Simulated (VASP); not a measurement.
# CdSe: restarted molecular dynamics, 2 variants

CdSe, Fm-3m (no. 225), 8 atoms in the cell. PBE, molecular dynamics; PAW potentials Cd, Se (PBE set).

| Restart from | Temperature at the end (K) | The same without a restart (K) | Potential energy at the end (eV/atom) | The same without a restart (eV/atom) | Electronic steps in the first step after the restart | Time (s) |
|---|---|---|---|---|---|---|
| CONTCAR with velocities, WAVECAR read | 747.0 | 747.0 | -2.34174 | -2.34174 | 4 | 238 |
| CONTCAR with velocities, no WAVECAR | 747.0 | 747.0 | -2.34173 | -2.34174 | 13 | 229 |

Limits: 180 fs of 8 atoms are too short for converged averages.

## Input of the first row

INCAR.step1:
```
SYSTEM = CdSe
GGA = PE
PREC = Normal
ENCUT = 280
EDIFF = 1E-6
NELMIN = 4
NELM = 60
ALGO = Normal
LREAL = Auto
LASPH = .True.
ISMEAR = 0
SIGMA = 0.05
ISYM = 0
LWAVE = .True.
LCHARG = .False.
IBRION = 0
NSW = 30
POTIM = 3.0
TEBEG = 1000
ISIF = 2
RANDOM_SEED = 669927 0 0
MDALGO = 2
SMASS = 0
KPAR = 2
```

INCAR.step2, as INCAR.step1 but for:
```
- LWAVE = .True.
+ LWAVE = .False.
```

KPOINTS:
```
k-points
0
Monkhorst-Pack
  2 2 2
```

POSCAR.step1:
```
CdSe
1.0
    5.7479160000      0.0000000000      0.0000000000
    0.0000000000      5.7479160000      0.0000000000
    0.0000000000      0.0000000000      5.7479160000
Cd Se
4 4
Direct
    0.0000000000      0.0000000000      0.0000000000
    0.0000000000      0.5000000000      0.5000000000
    0.5000000000      0.0000000000      0.5000000000
    0.5000000000      0.5000000000      0.0000000000
    0.5000000000      0.0000000000      0.0000000000
    0.5000000000      0.5000000000      0.5000000000
    0.0000000000      0.0000000000      0.5000000000
    0.0000000000      0.5000000000      0.0000000000
```

Commands (each step's output is kept before the next begins):
```
cat potpaw_PBE.64/Cd/POTCAR potpaw_PBE.64/Se/POTCAR > POTCAR
cp INCAR.step1 INCAR
cp POSCAR.step1 POSCAR
mpirun -np 2 vasp_std > vasp.out
cp CONTCAR POSCAR
cp INCAR.step2 INCAR
mpirun -np 2 vasp_std > vasp.out
```

Changes of the last row against the first:
```
(step 1)
- LWAVE = True
+ LWAVE = False
```

VASP 6.6.1 took 238 s on 2 cores (Intel Xeon Platinum 8259CL @ 2.50GHz (Skylake/Cascade Lake)), a shared host.
